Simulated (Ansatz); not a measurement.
**Ge in Pt(111), 2x2: scattering by a point defect**

Aim: the resistance that Ge in Pt(111), 2x2 adds to the host.

Main program and level: Ansatz 0.2.0; Ansatz plane-wave DFT, PBE, PAW files; ballistic transport by layer matching (Landauer), zero bias; PAW set soft_1.

## (1) Set-up

The cell holds 44 atoms: 43 Pt and 1 Ge. Cell: a = 5.546 Å, b = 5.546 Å, c = 24.958 Å, α = 86.8°, β = 93.2°, γ = 120.0°. It derives from Pt. Regions: lead, 24 atoms (24 Pt); scattering region, 20 atoms (19 Pt and 1 Ge). The structure is stacked along c, and the current runs across the ab planes.

## (2) Transmission at ideal sites

The defect sits in one plane of the supercell, all atoms on ideal sites; the layers about the cell's end are the lead. The mesh across the current, 12×12, is finer than the density's, because channels open and close sharply across the zone. Energies from -0.1 to 0.1 eV in steps of 0.05 eV are too few for the program's thermal sum, so it prints no conductance; for a metal the transmission near the Fermi level serves, at a fraction of the cost.

Input file input.yaml:

```yaml
crystal:
  lattice:
    - [5.5462627489, 0.0, 0.0]
    - [-2.7731313745, 4.8032044366, 0.0]
    - [-1.3865656872, 0.8005340728, 24.9067751428]
  atoms:
    - { symbol: Pt, position: [0.0075757576, 0.9924242424, 0.0454545455] }
    - { symbol: Pt, position: [0.0075757576, 0.4924242424, 0.0454545455] }
    - { symbol: Pt, position: [0.5075757576, 0.9924242424, 0.0454545455] }
    - { symbol: Pt, position: [0.5075757576, 0.4924242424, 0.0454545455] }
    - { symbol: Pt, position: [0.1893939394, 0.3106060606, 0.1363636364] }
    - { symbol: Pt, position: [0.1893939394, 0.8106060606, 0.1363636364] }
    - { symbol: Pt, position: [0.6893939394, 0.3106060606, 0.1363636364] }
    - { symbol: Pt, position: [0.6893939394, 0.8106060606, 0.1363636364] }
    - { symbol: Pt, position: [0.3712121212, 0.1287878788, 0.2272727273] }
    - { symbol: Pt, position: [0.3712121212, 0.6287878788, 0.2272727273] }
    - { symbol: Pt, position: [0.8712121212, 0.1287878788, 0.2272727273] }
    - { symbol: Pt, position: [0.8712121212, 0.6287878788, 0.2272727273] }
    - { symbol: Pt, position: [0.053030303, 0.946969697, 0.3181818182] }
    - { symbol: Pt, position: [0.053030303, 0.446969697, 0.3181818182] }
    - { symbol: Pt, position: [0.553030303, 0.946969697, 0.3181818182] }
    - { symbol: Pt, position: [0.553030303, 0.446969697, 0.3181818182] }
    - { symbol: Pt, position: [0.2348484848, 0.2651515152, 0.4090909091] }
    - { symbol: Pt, position: [0.2348484848, 0.7651515152, 0.4090909091] }
    - { symbol: Pt, position: [0.7348484848, 0.2651515152, 0.4090909091] }
    - { symbol: Pt, position: [0.7348484848, 0.7651515152, 0.4090909091] }
    - { symbol: Ge, position: [0.4166666667, 0.0833333333, 0.5] }
    - { symbol: Pt, position: [0.4166666667, 0.5833333333, 0.5] }
    - { symbol: Pt, position: [0.9166666667, 0.0833333333, 0.5] }
    - { symbol: Pt, position: [0.9166666667, 0.5833333333, 0.5] }
    - { symbol: Pt, position: [0.0984848485, 0.9015151515, 0.5909090909] }
    - { symbol: Pt, position: [0.0984848485, 0.4015151515, 0.5909090909] }
    - { symbol: Pt, position: [0.5984848485, 0.9015151515, 0.5909090909] }
    - { symbol: Pt, position: [0.5984848485, 0.4015151515, 0.5909090909] }
    - { symbol: Pt, position: [0.2803030303, 0.2196969697, 0.6818181818] }
    - { symbol: Pt, position: [0.2803030303, 0.7196969697, 0.6818181818] }
    - { symbol: Pt, position: [0.7803030303, 0.2196969697, 0.6818181818] }
    - { symbol: Pt, position: [0.7803030303, 0.7196969697, 0.6818181818] }
    - { symbol: Pt, position: [0.4621212121, 0.0378787879, 0.7727272727] }
    - { symbol: Pt, position: [0.4621212121, 0.5378787879, 0.7727272727] }
    - { symbol: Pt, position: [0.9621212121, 0.0378787879, 0.7727272727] }
    - { symbol: Pt, position: [0.9621212121, 0.5378787879, 0.7727272727] }
    - { symbol: Pt, position: [0.1439393939, 0.8560606061, 0.8636363636] }
    - { symbol: Pt, position: [0.1439393939, 0.3560606061, 0.8636363636] }
    - { symbol: Pt, position: [0.6439393939, 0.8560606061, 0.8636363636] }
    - { symbol: Pt, position: [0.6439393939, 0.3560606061, 0.8636363636] }
    - { symbol: Pt, position: [0.3257575758, 0.1742424242, 0.9545454545] }
    - { symbol: Pt, position: [0.3257575758, 0.6742424242, 0.9545454545] }
    - { symbol: Pt, position: [0.8257575758, 0.1742424242, 0.9545454545] }
    - { symbol: Pt, position: [0.8257575758, 0.6742424242, 0.9545454545] }
kpoints:
  mp_grid: { grid: [5, 5, 1] }
hamiltonian:
  xc: pbe
  pseudopotentials: { kind: paw, azcp: { folder: soft_1 } }
scf:
  occupations: { method: fermi_dirac, width: 0.1 }
output:
  transmission: { leads: [[0, 4]], kmesh: [12, 12], e_range: [-0.1, 0.1], de: 0.05 }
  write_potential: true
  write_density: true
  volumetric_format: npy
  elf: true
```

On the command line:

```bash
ansatz run input.yaml --threads 4 --pin off --max-ram 15360MiB --backend cpu --events-out ev --progress --plain --runs-dir out
```

Numbers of over 12 decimals in the logs are rounded to 6 here.

What it wrote:

```text
Engine: ansatz 0.2.0, aarch64-unknown-linux-gnu
Pseudopotentials: kind: paw
Pseudopotential: Pt, paw, valence charge 18, recommended cutoff 420 eV (normal), soft_1/Pt.paw.azcp
Pseudopotential: Ge, paw, valence charge 14, recommended cutoff 420 eV (normal), soft_1/Ge.paw.azcp
Functional definition: PBE
  parameter kappa = 0.804
  parameter beta = 0.066725
  exchange = pbe_x(kappa = kappa, mu = beta*pi^2/3)
  correlation = pbe_c(beta = beta)
Crystal: 44 atoms, lattice volume = 663.512 Å³
Basis set: ecut = 420 eV, 13001 PW (Γ)
Bands: 473, of which v1, the nominal top of the filled ones, is band 394 counted from 1 (393 counted from 0)
Symmetry: 4 space group operations
Space group: C2/m (ITA 12), of the structure as read, at distance tolerance 8.7e-5 Å
k-points: 9 of 25
Non-local potential: Pt, projectors of the file, l = 0: 3, l = 1: 2, l = 2: 2, l = 3: 1
Non-local potential: Ge, projectors of the file, l = 0: 2, l = 1: 2, l = 2: 3, l = 3: 1
PAW form: soft (Blöchl's): semilocal exchange-correlation on the pseudo side does not see the compensation charge
PAW one-centre angular grid: Pt, 590 points (default); XC on 64 Gauss nodes
PAW one-centre angular grid: Ge, 590 points (default); XC on 64 Gauss nodes
Initial density: superposition of atomic densities (chi_scale 0.1, normalization cell, long waves <1 % of neutral atoms (reshape's long-wave potential 1.00 eV rms, cloud 2.56 Å wide))
Initial wavefunctions: pseudopotential atomic-orbital guess
Functional: x = pbe(κ = 0.804, μ = 0.219515), c = pbe(β = 0.066725)
SCF iter   1: F=—  HF=-542896.188683 eV  |F-HF|=—  |Δ(HF+E_count)|=         —  Δρ=1.30e-1  dr2=3.24e3  ethr=3.10e-3  ⟨swp⟩=4.9  Hψ=13103  notcnv=0  defer=115
preconditioner: auto → Kerker (q_TF=auto, 2.808 Å⁻¹)  [metal: Δε(μ)=0.010 eV  Ē_g=9.154 eV  σ=0.100 eV  W_gap=0.02  n_scr=272 (ndim 8)  ℏωp=30.4 eV  f_vac=0.000  D(μ)=39.68/eV (n_scr^D=376)]
SCF iter   2: F=—  HF=-542870.223129 eV  |F-HF|=—  |Δ(HF+E_count)|=    2.60e1  Δρ=6.71e-2  dr2=1.28e3  ethr=3.10e-3  ⟨swp⟩=2.0  Hψ=6819  notcnv=0  defer=362
SCF iter   3: F=—  HF=-542860.458231 eV  |F-HF|=—  |Δ(HF+E_count)|=    9.76e0  Δρ=4.57e-2  dr2=1.56e2  ethr=3.10e-3  ⟨swp⟩=2.6  Hψ=9329  notcnv=0  defer=376
SCF iter   4: F=—  HF=-542858.990092 eV  |F-HF|=—  |Δ(HF+E_count)|=    1.47e0  Δρ=1.56e-2  dr2=8.28e1  ethr=3.10e-3  ⟨swp⟩=2.0  Hψ=7209  notcnv=0  defer=396
SCF iter   5: F=—  HF=-542858.626376 eV  |F-HF|=—  |Δ(HF+E_count)|=   3.64e-1  Δρ=1.30e-2  dr2=5.86e1  ethr=3.10e-3  ⟨swp⟩=2.0  Hψ=3906  notcnv=0  defer=396
SCF iter   6: F=—  HF=-542858.454069 eV  |F-HF|=—  |Δ(HF+E_count)|=   1.72e-1  Δρ=6.88e-3  dr2=1.51e1  ethr=3.10e-3  ⟨swp⟩=1.0  Hψ=3861  notcnv=0  defer=396
SCF iter   7: F=—  HF=-542858.366505 eV  |F-HF|=—  |Δ(HF+E_count)|=   8.76e-2  Δρ=2.29e-3  dr2=1.43e0  ethr=1.92e-3  ⟨swp⟩=1.0  Hψ=3861  notcnv=0  defer=396
SCF iter   8: F=—  HF=-542858.360706 eV  |F-HF|=—  |Δ(HF+E_count)|=   5.80e-3  Δρ=5.36e-4  dr2=4.36e-2  ethr=1.82e-4  ⟨swp⟩=1.0  Hψ=4086  notcnv=0  defer=396
SCF iter   9: F=—  HF=-542858.360495 eV  |F-HF|=—  |Δ(HF+E_count)|=   2.11e-4  Δρ=5.70e-5  dr2=1.02e-4  ethr=5.53e-6  ⟨swp⟩=1.0  Hψ=3976  notcnv=0  defer=396
SCF iter  10: F=—  HF=-542858.360519 eV  |F-HF|=—  |Δ(HF+E_count)|=   2.40e-5  Δρ=1.89e-5  dr2=1.07e-5  ethr=1.29e-8  ⟨swp⟩=2.0  Hψ=4097  notcnv=0  defer=396
SCF iter  11: F=—  HF=-542858.361296 eV  |F-HF|=—  |Δ(HF+E_count)|=   7.77e-4  Δρ=3.93e-6  dr2=7.41e-7  ethr=1.35e-9  ⟨swp⟩=2.0  Hψ=4179  notcnv=0  defer=396
SCF iter  12: F=-542858.361296 eV  HF=-542858.361296 eV  |F-HF|=5.84e-8  |Δ(HF+E_count)|=   1.84e-8  Δρ=1.08e-6  dr2=6.16e-8  ethr=1.27e-11  ⟨swp⟩=8.2  Hψ=13658  notcnv=0
SCF 1 converged in 12 iterations: F = -542858.361296 eV  dr2 = 6.16e-8
  greatest PAW one-centre occupation: 1.000 electrons in one spin orbital (limit 2), on the Pt atom at site 25 (counted from 0), in its partial waves of l = 0
transmission: 192 of 1892 steps passed
transmission: 380 of 1892 steps passed
[...]
transmission: 1892 of 1892 steps passed
SCF converged after 12 iterations
Free energy (F): -542858.361296 eV
Harris-Foulkes:  -542858.361296 eV  (|F-HF|=5.84e-8)
Internal energy: -542856.031490 eV  (E = F + TS)
E sigma→0 (E₀):  -542857.196393 eV
Entropy (-TS):   -2.329806 eV (-52.950 meV/atom)
Fermi energy:    23.230263 eV
--- Per-component energies (eV) ---
  E_band       = -5619.959787
  E_kinetic    = 25786.927798
  E_local      = -63256.823030  (includes V_loc(G=0)·N_el)
  E_nonlocal   = 8984.942936
  E_hartree    = 24282.785619
  E_xc         = -10074.903872
  E_vxc        = -11753.001481  (∫ρ·V_xc dr)
  E_paw        = -409822.125078  (= ΣΔE_a)
  E_vpaw       = -13947.627370  (= ΣTr[D̂ρ^β])
  E_aug_tail   = 0.047950  (compensation charges beyond the density's cutoff)
  E_ewald      = -118756.883813
  E_smearing   = -2.329806  (= −TS)
  E_closure    = -0.000000  (closes the sum)
  Σ components = -542858.361296   (vs F -542858.361296, Δ=0.00e0)
--- Band table (eV; the first three rows and the last of 9) ---
  k-point 0: bands = [... 390 lower, 23.4053, 23.4053, 23.4223, 23.4497, 23.4594, 23.4822, 23.4974, 23.5021, ... 75 higher]
  k-point 1: bands = [... 390 lower, 23.1778, 23.2055, 23.2332, 23.2557, 23.2758, 23.2886, 23.3219, 23.3296, ... 75 higher]
  k-point 2: bands = [... 390 lower, 23.1862, 23.2069, 23.2338, 23.2781, 23.2828, 23.3086, 23.3585, 23.3661, ... 75 higher]
  k-point 8: bands = [... 390 lower, 23.1660, 23.1861, 23.2525, 23.2813, 23.2862, 23.3264, 23.3637, 23.4026, ... 75 higher]
--- Transmission ---
  basis      : 241 plane waves across, 44 finite elements along
  points     : 43, standing for a mesh of 12 x 12
  energies   : 5 from -0.100000 to 0.100000 eV about the Fermi level, 0.050000 eV apart; the leads are filled to 0.000000 eV, and channels, transmission and decay are at 0.000000 eV
  crystal 0  : Pt4, at the sites [0, 4], period 2.2643 Å, over 22.64 Å; its Hamiltonian steps by up to 6.5 meV
    offset         : up to 0.0000 Å between an atom of the period and one for which it stands
    channels       : 7.368056e0 a spin
    conductance    : none, the energies end too early or step too widely for 300 K: set another output.transmission.e_range or a lower de, or, where they end at an eighth of basis.ecutwfc, a higher one
  junction   : crystal 0 to crystal 0, 0.70 to 23.34 Å
    transmission   : 4.655323e0 a spin
    conductance    : none, the energies end too early or step too widely for 300 K: set another output.transmission.e_range or a lower de, or, where they end at an eighth of basis.ecutwfc, a higher one
```

Elapsed: 7 min, on 4 threads of Arm Neoverse V1, shared host; peak memory 5.8 GiB; 25 min of CPU time.

The column dr2 measures how far the density is from self-consistency, as an energy; F and HF (Harris–Foulkes) agree once it is small.

Numbers from this step:

| Property | Result |
| --- | --- |
| free energy | -542858.3613 eV |
| energy at zero smearing | -542857.1964 eV |
| Fermi energy | 23.23 eV |
| cell area | 26.64 Å² |
| transmission per spin nearest the Fermi level | 4.655 |
| open channels per spin nearest the Fermi level | 7.368 |
| step of the lead's potential | 6.5 meV |

Per spin. Table of transmission, zone mean by energy, zero at the Fermi level:

| energy (eV) | transmission, zone mean |
| --- | --- |
| -0.1000 | 5.06 |
| -0.0500 | 4.88 |
| 0.0000 | 4.66 |
| 0.0500 | 3.98 |
| 0.1000 | 3.66 |

Per spin. The open channels, zone mean, lead by energy, zero at the Fermi level:

| energy (eV) | open channels, zone mean, lead |
| --- | --- |
| -0.1000 | 7.89 |
| -0.0500 | 7.60 |
| 0.0000 | 7.37 |
| 0.0500 | 5.97 |
| 0.1000 | 5.35 |

Transmission over k1 and k2. At 0.0000 eV from the Fermi level.

Ten even steps from '0' (2.60) to '9' (6.56):
```
966226692222
367424763202
524733742522
322381832232
964319913469
967789498776
996431991346
323223818322
522524733742
320236742476
922229662266
993539993539
```
Columns: k1 (b1) from -0.5 to 0.417; rows upwards: k2 (b2) from -0.5 to 0.417.

Open channels over k1 and k2. At 0.0000 eV from the Fermi level.

Ten even steps from '0' (3.0) to '9' (11.0):
```
866336683333
566535665303
735633653733
533381833353
865319913568
866689298666
886531991356
535333818333
733735633653
530356653566
833338663366
885758885758
```
Columns: k1 (b1) from -0.5 to 0.417; rows upwards: k2 (b2) from -0.5 to 0.417.

Valence density in the ca plane at fractional y = 0.083, with atoms of Ge and Pt within 0.2 Å of it. It is the smooth field of the valence electrons, not physical close to the nuclei.

Ten steps, logarithmic in the rise over the least value, from '0' (0 e/Å³) to '9' (31 e/Å³), each cell a mean:
```
11001456421111100000001367752100000000000146
10012577631000000000001367752100000001111135
10012577631011000001101256641011110013331112
11001455421122210012210123310112221124542101
11000233211244321123310001100123321124542101
11100011001355421123310001100012211123321123
11100111111244310112210012210011110001111136
11001244311122100011100147731000000000000146
11002566531011000000000269941000000000110136
10012577631000000000000157731001100012221123
11002566521111100011110123210012210124432111
11001344311233310122210001000123321124542101
11100111101345421123310001100123321124432112
11100011101355421122210123321012210012221125
11100122211233210011111246642001100001100146
```
Columns run along c (16.0 Å, from fractional 0.13 to 0.78 of the cell), rows up along a (5.5 Å). Atoms in or near the plane, at fractional coordinates: Ge at (0.50, 0.42), Pt at (0.50, 0.92).

Electrostatic potential energy in the ca plane at fractional y = 0.083, with atoms of Ge and Pt within 0.2 Å of it. With pseudopotentials it is smooth inside the atoms' cores, unlike the true potential.

Values in eV, 8 rows by 16 columns, each cell a mean:
```
 23  15 -32   4  22  24  25  24  -3 -39   9  24  25  23  22  -8
 23  12 -36   4  20  22  23  21  11 -17  19  16  22   5   6  18
 21  23  10  21  -7   5  15   9  23  20  22   5  19  -3   1  19
 19  24  15  21  -3  10  20  16  17   5  19  19  24  20  20  -6
 23  15 -32   4  22  24  25  24  10   3  15  24  25  23  22  -8
 23  12 -36   4  20  22  23  20  16   5  20  16  22   5   6  18
 21  23  10  21  -7   5  15   9  23  20  23   5  19  -3   1  19
 19  24  15  21  -3  10  20  17  14 -14  18  19  24  20  20  -6
```
Columns run along c (16.0 Å, from fractional 0.13 to 0.78 of the cell; values clipped at the 3rd and 97th percentile), rows up along a (5.5 Å). Atoms in or near the plane, at fractional coordinates: Ge at (0.50, 0.42), Pt at (0.50, 0.92).

ELF in the ca plane at fractional y = 0.083, with atoms of Ge and Pt within 0.2 Å of it. It is the smooth field of the valence electrons, not physical close to the nuclei.

Ten even steps from '0' (0.13) to '9' (0.58), each cell a mean:
```
32223798742222210122222599984222210002222269
22224899952222100012222599984222210012322357
22224899952222210122222489963223322235543234
22223798632234421233322246532234432347874222
33212354322477632235532233322246532347874222
33211222222688643245532344443234432235643235
23211233222477632233323455554322321122222359
32222477533234321122224531145422210012222269
32223899842222100012235524236422210012222369
22224899952222100022224531245322221123432335
22223899842223211123323554554333332246763222
32222576432356532234432344432245532347884222
33211233222588643245532233322245532246763223
23211222222588632234422246642223322224432347
22211344322355421223222479973222210012222369
```
Columns run along c (16.0 Å, from fractional 0.13 to 0.78 of the cell), rows up along a (5.5 Å). Atoms in or near the plane, at fractional coordinates: Ge at (0.50, 0.42), Pt at (0.50, 0.92).

Over the solved energies the transmission per spin lies between 3.66 and 5.06, out of 6.83 channels of the lead on average (up to 7.89).

## (3) Resistance at ideal sites

This step: Ansatz plane-wave DFT, PBE, PAW files; ballistic transport by layer matching (Landauer), zero bias; area resistance of the defect plane and resistivity an atomic per cent; PAW set soft_1 (Ansatz 0.2.0).

This step gave:

```yaml
area_resistance: 0.2703 fΩ m²
t_over_the_leads_mean_channel_count: 0.6458
resistivity_per_at_scaled_from_this_dense_plane_with_the_factor_3_over_4_for_isotropic_scattering: 3.582 µΩ cm
```

Averaged over the energies near the Fermi level, 64.6 % of the channels pass, which makes 0.270 fΩ m².

By hand, with T and the leads' channels N averaged over the energies near the Fermi level: RA = A (h/2e²)(1/T − 1/N) = 26.64×10⁻²⁰ m² × 12 906 Ω × (1/4.505 − 1/6.977) = 0.270 fΩ m². Per atomic per cent: RA × A / V_atom × 0.01 × 3/4 = 3.58 µΩ cm, with the host's V_atom = 15.08 Å³.

## (4) Summary of results

```
share of channels that pass, rigid                              : 0.646
area resistance, rigid                                          : 0.270 fΩ m²
resistivity per at.% from the area resistance, times 3/4, rigid : 3.58 µΩ cm
```

What this shows: The plane of defects adds 0.27 fΩ m². Scaled to one atomic per cent that is 4.8 µΩ cm as it stands and 3.6 with the factor 3/4 for isotropic scattering on a spherical Fermi surface; with the reflection in place of the resistance taken as linear in the density it would be 2.3. These are rough estimates of the dilute value, not bounds. One Ge in each 2x2 cell reflects 35 % of the lead's channels. The defects form a dense periodic sheet that scatters coherently, unlike a dilute random alloy. T and N are means over the solved energies nearest the Fermi level. Spin-orbit coupling is left out, which matters for Pt.

[Logs are printed without paths, hosts, clocks, repeated set-up lines and the standing remarks that a program may print on its own settings, such as how far it seeks lower states.]

[Hosts, paths, dates, database ids (printed as entryN), source tags and the programs' standing remarks are cut or masked in the printed files.]
